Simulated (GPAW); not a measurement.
The system is Al.

```xyz
1
Lattice="0.0000 2.0248 2.0248 2.0248 0.0000 2.0248 2.0248 2.0248 0.0000" Properties=species:S:1:pos:R:3 pbc="T T T"
Al    0.0000    0.0000    0.0000
```

```yaml
Program: GPAW 26.7.0
Task: relaxation of cell and atoms
Functional: PBEsol
Dispersion: D3(BJ)+ATM
Potentials_or_basis: PAW data sets generated in the run's folder for this functional
Cutoff: 600 eV
Basis: pw
k_mesh: 11 × 11 × 11
Occupations: fermi-dirac, width 0.05 eV
Spin: no spin polarisation
```

At the start: pressure -4.6 GPa; volume 16.60 Å³/atom.

Question: How do energy, volume and symmetry change on relaxing?

Answer: Over 4 steps the energy falls by 13.8 meV/atom and the volume is 15.69 Å³/atom (-5.5 %); space group Fm-3m (No. 225, to 0.05 Å).

The path:
| step | energy change (eV) | largest force (eV/Å) | pressure (GPa) | volume (Å³) |
| --- | --- | --- | --- | --- |
| 1 | 0.0000 | 0.0000 | -4.57 | 16.60 |
| 2 | -0.0080 | 0.0000 | -3.07 | 16.27 |
| 3 | -0.0137 | 0.0000 | 0.23 | 15.65 |
| 4 | -0.0138 | 0.0000 | -0.01 | 15.69 |

Final structure:
```
Al
1.0
     0.00000    1.98696    1.98696
     1.98696    0.00000    1.98696
     1.98696    1.98696    0.00000
Al
1
Direct
  0.00000 0.00000 0.00000
```

The cell as given is a measured one (16.60 Å³/atom); PBEsol+D3(BJ)+ATM puts the equilibrium volume -5.5 % from it, thermal expansion not counted.

Caveat: later steps reuse the first step's grids; pairwise dispersion overbinds metals, which lowers pressure and volume.
